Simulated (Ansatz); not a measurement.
In in Ansatz: the effect of functional

In:

```
In
1.0
     3.35757    0.00000    0.00000
    -1.67879    2.90775    0.00000
     0.00000    0.00000    5.54563
In
2
Cartesian
  1.6788 0.9692 4.1592
  0.0000 1.9385 1.3864
```

This isn't the form of In at room conditions, which is tetragonal.

The cell isn't the ideal one: volume scaled by 1.02.

Alike in all runs:

```yaml
Program: Ansatz 0.2.0
Task: single point
Potentials_or_basis: Ansatz PAW
k_mesh: 9 × 9 × 5
Occupations: fermi-dirac, width 0.05 eV
Spin: no spin polarisation
```

Task: One run gave: pressure -1.0 GPa. Which functional did it use?
A. r2SCAN
B. PBEsol
C. LDA

Result: A.

| functional | cutoff | pressure (GPa) |
| --- | --- | --- |
| LDA | 420 eV (not typed: the program's choice for these potentials) | -3.4 |
| PBEsol | 420 eV (not typed: the program's choice for these potentials) | -2.0 |
| r2SCAN | 500 eV (not typed: the program's choice for these potentials) | -1.0 |

Caveats: the PAW data sets come from PBE, with cores solved anew for the run's functional, which leaves a small shift of forces and pressure.

Runs at the PBE level aren't shown here.
